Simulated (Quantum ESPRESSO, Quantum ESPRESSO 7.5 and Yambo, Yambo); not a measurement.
**A GW chain in Yambo: Sb (buckled honeycomb monolayer)**

Aim: the G0W0 gap of Sb (buckled honeycomb monolayer) on PBE, step by step.

Program: Quantum ESPRESSO 7.5 and Yambo 5.3.0. Level of theory: PBE and many-body steps on it, plane waves. Results are calculated unless marked as measured.

**Experimental background.**

- Gap 2.21 eV: optical gap from PL emission peak; photoluminescence, 355 nm excitation; monolayer (antimonene on antimony oxide after hydrogen reduction) (“Ultrathin high-κ antimony oxide single crystals”, 2020, pmc:7237679).

## (1) The starting structure

The cell holds 2 atoms: 2 Sb. Its edges and angles: a = 4.127 Å, b = 4.127 Å, c = 14.000 Å, α = 90.0°, β = 90.0°, γ = 120.0°. Vacuum lies along c.

The structure was relaxed with PBE. The runs that relaxed it are not among those shown. Spin-orbit coupling is left out unless a step names it.

## (2) Ground state

This step: Quantum ESPRESSO 7.5; DFT, PBE, plane waves, norm-conserving pseudopotentials.

The ground-state density comes first.

Contents of pw.in:

```
&control
  calculation = 'scf'
  prefix = 'x'
  outdir = 'o'
  pseudo_dir = 'pseudo'
/
&system
  ibrav = 0
  nat = 2
  ntyp = 1
  ecutwfc = 88.0
  nbnd = 28
  force_symmorphic = .true.
/
&electrons
  conv_thr = 1e-10
  electron_maxstep = 80
  mixing_beta = 0.5
/
ATOMIC_SPECIES
  Sb 121.76 Sb.upf
CELL_PARAMETERS angstrom
  4.1272254436 0.0000000001 0.0000000000
  -2.0636127219 3.5742820813 0.0000000000
  0.0000000000 0.0000000000 14.0000000000
ATOMIC_POSITIONS crystal
  Sb 0.3333333333 0.6666666667 0.4415848827
  Sb 0.6666666667 0.3333333333 0.5584151173
K_POINTS automatic
  9 9 1 0 0 0
```

On the command line:

```console
$ OMP_NUM_THREADS=1 mpirun -n 4 pw.x -nk 4 -in pw.in > pw.out
```

The log of the run:

```text
Program PWSCF v.7.5 starts

     This program is part of the open-source Quantum ESPRESSO suite
     for quantum simulation of materials; please cite
         "P. Giannozzi et al., J. Phys.:Condens. Matter 21 395502 (2009);
         "P. Giannozzi et al., J. Phys.:Condens. Matter 29 465901 (2017);
         "P. Giannozzi et al., J. Chem. Phys. 152 154105 (2020);
     in publications or presentations arising from this work. More details at
     Message from routine setup:
     using ibrav=0 with symmetry is DISCOURAGED, use correct ibrav instead

     G-vector sticks info

     bravais-lattice index     =            0
     lattice parameter (alat)  =       7.7993  a.u.
     unit-cell volume          =    1393.7076 (a.u.)^3
     number of atoms/cell      =            2
     number of atomic types    =            1
     number of electrons       =        46.00
     number of Kohn-Sham states=           28
     kinetic-energy cutoff     =      88.0000  Ry
     charge density cutoff     =     352.0000  Ry
     scf convergence threshold =      1.0E-10
     mixing beta               =       0.5000
     number of iterations used =            8  plain     mixing
     Exchange-correlation= PBE
                           (   1   4   3   4   0   0   0)

     celldm(1)=   7.799326  celldm(2)=   0.000000  celldm(3)=   0.000000
     celldm(4)=   0.000000  celldm(5)=   0.000000  celldm(6)=   0.000000

     crystal axes: (cart. coord. in units of alat)
               a(1) = (   1.000000   0.000000   0.000000 )
               a(2) = (  -0.500000   0.866025   0.000000 )
               a(3) = (   0.000000   0.000000   3.392109 )

     reciprocal axes: (cart. coord. in units 2 pi/alat)
               b(1) = (  1.000000  0.577350 -0.000000 )
               b(2) = ( -0.000000  1.154701  0.000000 )
               b(3) = (  0.000000 -0.000000  0.294802 )
     Pseudo is Norm-conserving + core correction, Zval = 23.0
     Generated using ONCVPSP code by D. R. Hamann
     Using radial grid of 1434 points,  6 beta functions with:
     Sb               23.00   121.76000     Sb( 1.00)

     12 Sym. Ops., with inversion, found

   Cartesian axes

     site n.     atom                  positions (alat units)
         1        Sb     tau(   1) = (  -0.0000000   0.5773503   1.4979042  )
         2        Sb     tau(   2) = (   0.5000000   0.2886751   1.8942051  )

     number of k points=    12
                       cart. coord. in units 2pi/alat
        k(    1) = (   0.0000000   0.0000000   0.0000000), wk =   0.0246914
        k(    2) = (  -0.0000000   0.1283001   0.0000000), wk =   0.1481481
        k(    3) = (  -0.0000000   0.2566001   0.0000000), wk =   0.1481481
        k(    4) = (  -0.0000000   0.3849002   0.0000000), wk =   0.1481481
        k(    5) = (  -0.0000000   0.5132002   0.0000000), wk =   0.1481481
        k(    6) = (   0.1111111   0.1924501   0.0000000), wk =   0.1481481
        k(    7) = (   0.1111111   0.3207501   0.0000000), wk =   0.2962963
        k(    8) = (   0.1111111   0.4490502   0.0000000), wk =   0.2962963
        k(    9) = (   0.1111111   0.5773503   0.0000000), wk =   0.1481481
        k(   10) = (   0.2222222   0.3849002   0.0000000), wk =   0.1481481
        k(   11) = (   0.2222222   0.5132002   0.0000000), wk =   0.2962963
        k(   12) = (   0.3333333   0.5773503   0.0000000), wk =   0.0493827

     Dense  grid:   155503 G-vectors     FFT dimensions: (  48,  48, 160)

     Initial potential from superposition of free atoms

     starting charge      45.9989, renormalised to      46.0000
     Starting wfcs are   26 randomized atomic wfcs +    2 random wfcs

     per-process dynamical memory:   109.3 Mb

     Self-consistent Calculation

     iteration #  1     ecut=    88.00 Ry     beta= 0.50

     Threshold (ethr) on eigenvalues was too large:
     Diagonalizing with lowered threshold

     total energy              =   -1011.82016362 Ry
     estimated scf accuracy    <       0.01749720 Ry

     iteration #  2     ecut=    88.00 Ry     beta= 0.50

     total energy              =   -1011.82050364 Ry
     estimated scf accuracy    <       0.00310109 Ry

     iteration #  3     ecut=    88.00 Ry     beta= 0.50

     total energy              =   -1011.82066660 Ry
     estimated scf accuracy    <       0.00009403 Ry

     iteration #  4     ecut=    88.00 Ry     beta= 0.50

     total energy              =   -1011.82067334 Ry
     estimated scf accuracy    <       0.00001030 Ry

     iteration #  5     ecut=    88.00 Ry     beta= 0.50

     total energy              =   -1011.82067471 Ry
     estimated scf accuracy    <       0.00000035 Ry

     iteration #  6     ecut=    88.00 Ry     beta= 0.50

     total energy              =   -1011.82067478 Ry
     estimated scf accuracy    <       0.00000003 Ry

     iteration #  7     ecut=    88.00 Ry     beta= 0.50

     total energy              =   -1011.82067479 Ry
     estimated scf accuracy    <          2.5E-09 Ry

     iteration #  8     ecut=    88.00 Ry     beta= 0.50

     total energy              =   -1011.82067479 Ry
     estimated scf accuracy    <          1.3E-10 Ry

     iteration #  9     ecut=    88.00 Ry     beta= 0.50

     End of self-consistent calculation

          k = 0.0000 0.0000 0.0000 ( 19441 PWs)   bands (ev):

  -143.8142-143.8134 -96.7853 -96.7853 -96.7813 -96.7813 -96.7396 -96.7360
   -28.6434 -28.6434 -28.5729 -28.5729 -28.5295 -28.4680 -28.4680 -28.4333
   -28.3899 -28.3899 -11.3111  -6.3831  -0.6593  -0.0917  -0.0917   1.4860
     2.6985   2.6985   4.3309   4.4300

          k =-0.0000 0.1283 0.0000 ( 19450 PWs)   bands (ev):

  -143.8141-143.8135 -96.7853 -96.7852 -96.7814 -96.7812 -96.7395 -96.7361
   -28.6426 -28.6373 -28.5720 -28.5690 -28.5279 -28.4707 -28.4683 -28.4350
   -28.3970 -28.3903 -11.1810  -6.3845  -1.1614  -0.6096  -0.3705   1.9867
     2.7480   2.9630   4.4764   4.6067

          k =-0.0000 0.2566 0.0000 ( 19454 PWs)   bands (ev):

  -143.8141-143.8135 -96.7854 -96.7850 -96.7817 -96.7812 -96.7392 -96.7363
   -28.6405 -28.6202 -28.5699 -28.5583 -28.5226 -28.4786 -28.4696 -28.4403
   -28.4157 -28.3914 -10.7993  -6.4969  -2.4378  -0.8989  -0.5788   1.3970
     3.3449   3.4029   4.8167   4.9941

          k =-0.0000 0.3849 0.0000 ( 19432 PWs)   bands (ev):

     [... further k-points ...]

     highest occupied, lowest unoccupied level (ev):    -0.0917    1.2218

!    total energy              =   -1011.82067479 Ry
     estimated scf accuracy    <          6.8E-12 Ry

     The total energy is the sum of the following terms:
     one-electron contribution =   -2035.62273856 Ry
     hartree contribution      =     986.05094732 Ry
     xc contribution           =    -138.57175214 Ry
     ewald contribution        =     176.32286859 Ry

     convergence has been achieved in   9 iterations

     XML data file, charge density, pseudopotentials, collected wavefunctions

=------------------------------------------------------------------------------=
   JOB DONE.
=------------------------------------------------------------------------------=
```

Run time: 27 s. Hardware: 4 MPI ranks of Arm Neoverse V1, shared host; peak memory 0.73 GiB; 1.8 min of CPU time.

Numbers from this step:

- total energy: -13766.5216 eV
- gap: 1.314 eV
- k of the valence top: 0, 0, 0
- k of the conduction bottom: 0, 0.3333, 0
- least direct gap: 1.578 eV

The gap is indirect, with the least direct gap 0.26 eV higher.

## (3) Bands along the symmetry lines

The cheap functional maps the bands first; the places of the edges decide which points the dearer methods must see.

Contents of pw.in:

```
&control
  calculation = 'bands'
  prefix = 'x'
  outdir = 'o'
  pseudo_dir = 'pseudo'
/
&system
  ibrav = 0
  nat = 2
  ntyp = 1
  ecutwfc = 88.0
  nbnd = 29
  force_symmorphic = .true.
/
&electrons
  conv_thr = 1e-9
  electron_maxstep = 80
  diago_full_acc = .true.
  diago_thr_init = 5e-6
/
ATOMIC_SPECIES
  Sb 121.76 Sb.upf
CELL_PARAMETERS angstrom
  4.1272254436 0.0000000001 0.0000000000
  -2.0636127219 3.5742820813 0.0000000000
  0.0000000000 0.0000000000 14.0000000000
ATOMIC_POSITIONS crystal
  Sb 0.3333333333 0.6666666667 0.4415848827
  Sb 0.6666666667 0.3333333333 0.5584151173
K_POINTS crystal
  25
  0.00000000 0.00000000 0.00000000 1
  0.06250000 0.00000000 0.00000000 1
  0.12500000 0.00000000 0.00000000 1
  0.18750000 0.00000000 0.00000000 1
  0.25000000 0.00000000 0.00000000 1
  0.31250000 0.00000000 0.00000000 1
  0.37500000 0.00000000 0.00000000 1
  0.43750000 0.00000000 0.00000000 1
  0.50000000 0.00000000 0.00000000 1
  0.47916667 0.04166667 0.00000000 1
  0.45833333 0.08333333 0.00000000 1
  0.43750000 0.12500000 0.00000000 1
  0.41666666 0.16666666 0.00000000 1
  0.39583333 0.20833333 0.00000000 1
  0.37500000 0.25000000 0.00000000 1
  0.35416666 0.29166666 0.00000000 1
  0.33333333 0.33333333 0.00000000 1
  0.29166666 0.29166666 0.00000000 1
  0.25000000 0.25000000 0.00000000 1
  0.20833333 0.20833333 0.00000000 1
  0.16666666 0.16666666 0.00000000 1
  0.12500000 0.12500000 0.00000000 1
  0.08333333 0.08333333 0.00000000 1
  0.04166667 0.04166667 0.00000000 1
  0.00000000 0.00000000 0.00000000 1
```

The log of the run:

```text
[banner, memory and clock lines left out]
Program PWSCF v.7.5 starts

     Atomic positions and unit cell read from directory:
     o/x.save/

     Message from routine setup:
     using ibrav=0 with symmetry is DISCOURAGED, use correct ibrav instead

     G-vector sticks info

     bravais-lattice index     =            0
     lattice parameter (alat)  =       7.7993  a.u.
     unit-cell volume          =    1393.7076 (a.u.)^3
     number of atoms/cell      =            2
     number of atomic types    =            1
     number of electrons       =        46.00
     number of Kohn-Sham states=           29
     kinetic-energy cutoff     =      88.0000  Ry
     charge density cutoff     =     352.0000  Ry
     Exchange-correlation= PBE
                           (   1   4   3   4   0   0   0)

     celldm(1)=   7.799326  celldm(2)=   0.000000  celldm(3)=   0.000000
     celldm(4)=   0.000000  celldm(5)=   0.000000  celldm(6)=   0.000000

     crystal axes: (cart. coord. in units of alat)
               a(1) = (   1.000000   0.000000   0.000000 )
               a(2) = (  -0.500000   0.866025   0.000000 )
               a(3) = (   0.000000   0.000000   3.392109 )

     reciprocal axes: (cart. coord. in units 2 pi/alat)
               b(1) = (  1.000000  0.577350 -0.000000 )
               b(2) = ( -0.000000  1.154701  0.000000 )
               b(3) = (  0.000000 -0.000000  0.294802 )
     Pseudo is Norm-conserving + core correction, Zval = 23.0
     Generated using ONCVPSP code by D. R. Hamann
     Using radial grid of 1434 points,  6 beta functions with:
     Sb               23.00   121.76000     Sb( 1.00)

     12 Sym. Ops., with inversion, found

   Cartesian axes

     site n.     atom                  positions (alat units)
         1        Sb     tau(   1) = (  -0.0000000   0.5773503   1.4979042  )
         2        Sb     tau(   2) = (   0.5000000   0.2886751   1.8942051  )

     number of k points=    25
                       cart. coord. in units 2pi/alat
        k(    1) = (   0.0000000   0.0000000   0.0000000), wk =   0.0800000
        k(    2) = (   0.0625000   0.0360844   0.0000000), wk =   0.0800000
        k(    3) = (   0.1250000   0.0721688   0.0000000), wk =   0.0800000
[...]
[... 13 further rows ...]
        k(   24) = (   0.0416667   0.0721688   0.0000000), wk =   0.0800000
        k(   25) = (   0.0000000   0.0000000   0.0000000), wk =   0.0800000

     Dense  grid:   155503 G-vectors     FFT dimensions: (  48,  48, 160)

     The potential is recalculated from file :
     o/x.save/charge-density

     Starting wfcs are   26 randomized atomic wfcs +    3 random wfcs

     Band Structure Calculation

     End of band structure calculation

          k = 0.0000 0.0000 0.0000 ( 19441 PWs)   bands (ev):

  -143.8141-143.8134 -96.7852 -96.7852 -96.7813 -96.7813 -96.7396 -96.7360
   -28.6434 -28.6434 -28.5729 -28.5729 -28.5295 -28.4680 -28.4680 -28.4333
   -28.3899 -28.3899 -11.3111  -6.3830  -0.6593  -0.0916  -0.0916   1.4860
     2.6985   2.6985   4.3309   4.4300   6.3187

          k = 0.0625 0.0361 0.0000 ( 19449 PWs)   bands (ev):

  -143.8141-143.8134 -96.7853 -96.7852 -96.7813 -96.7812 -96.7396 -96.7360
   -28.6432 -28.6414 -28.5726 -28.5716 -28.5290 -28.4690 -28.4681 -28.4338
[...]
2.6064   2.7943   4.3804   4.4867   6.3848

          k = 0.1250 0.0722 0.0000 ( 19442 PWs)   bands (ev):

  -143.8141-143.8134 -96.7853 -96.7852 -96.7814 -96.7812 -96.7395 -96.7361
[...]
2.8606   3.0172   4.5110   4.6514   6.3343

[...]
k = 0.0417 0.0722 0.0000 ( 19453 PWs)   bands (ev):

  -143.8141-143.8134 -96.7853 -96.7852 -96.7813 -96.7812 -96.7396 -96.7360
[...]
2.5487   2.8511   4.3962   4.5054   6.3945

          k = 0.0000 0.0000 0.0000 ( 19441 PWs)   bands (ev):

  -143.8141-143.8134 -96.7852 -96.7852 -96.7813 -96.7813 -96.7396 -96.7360
   -28.6434 -28.6434 -28.5729 -28.5729 -28.5295 -28.4680 -28.4680 -28.4333
   -28.3899 -28.3899 -11.3111  -6.3830  -0.6593  -0.0916  -0.0916   1.4860
     2.6985   2.6985   4.3309   4.4300   6.3187

     XML data file, pseudopotentials, collected wavefunctions
```

Elapsed: 16 s, on 4 MPI ranks; peak memory 0.56 GiB; 64 s of CPU time.

This step gave:

* gap: 1.297 eV
* k of the valence top: 0, 0, 0
* k of the conduction bottom: 0.3125, 0, 0
* least direct gap: 1.578 eV

The gap is 1.297 eV, −0.017 eV from the run before at this level.

The electronic bands at the labelled points (eV, zero at the top of the highest filled band):

```csv
point,band 20,band 21,band 22,band 23,band 24,band 25,band 26,band 27
Γ,-6.29,-0.57,0.00,0.00,1.58,2.79,2.79,4.42
halfway,-6.48,-2.58,-0.93,-0.52,1.38,3.47,3.49,5.03
M,-7.75,-2.91,-1.53,-1.44,1.66,2.48,3.56,5.12
halfway,-7.88,-3.08,-2.06,-1.44,2.08,2.94,3.29,5.54
K,-8.44,-3.47,-1.77,-1.77,1.55,3.60,3.60,6.64
halfway,-6.61,-2.59,-1.82,-0.51,2.21,2.74,3.76,5.24
Γ,-6.29,-0.57,0.00,0.00,1.58,2.79,2.79,4.42
```

The electronic bands as a text plot (rows in eV, shown from -8.0 to 4.5 only):

```
    4.3 |++++                                                ++++
    3.7 |         ++++++++++++++      ++++++++++++++++++++
    3.2 |    ++++++++++         +++++++    +++            +++
    2.7 |++++++        +++++++++ +++          +++++++++++++++++++
    2.2 | +++++                 ++++          ++++++++++++++++++
    1.7 |+     +++     +++++++++    ++++++++++                  +
    1.1 |         +++++
    0.6 |
    0.1 |****                                                ****
   -0.4 |************                               *************
   -1.0 |         ********                    ******   ***
   -1.5 |    **        ******************  ***            ***
   -2.0 |      ***              **************      ******
   -2.5 |         ***                         *********
   -3.0 |            *****************        ***
   -3.6 |                             ********
   -4.1 |
   -4.6 |
   -5.1 |
   -5.7 |
   -6.2 |*********                                     **********
   -6.7 |         *****                             ***
   -7.2 |              ***                       ***
   -7.7 |                 ************     ******
         Γ                   M           K                      Γ
```

[end of part 1 of 3]

[Paths, hosts, dates, memory and timing lines, banners, echoed tables and standing remarks are left out of the program output.]

[Logs are printed without paths, hosts, clocks, repeated set-up lines and the standing remarks that a program may print on its own settings, such as how far it seeks lower states.]

[Runs of the session that timed out or met a known fault of the program may be left out.]

[Hosts, paths, dates, database ids (printed as entryN), source tags and the programs' standing remarks are cut or masked in the printed files.]
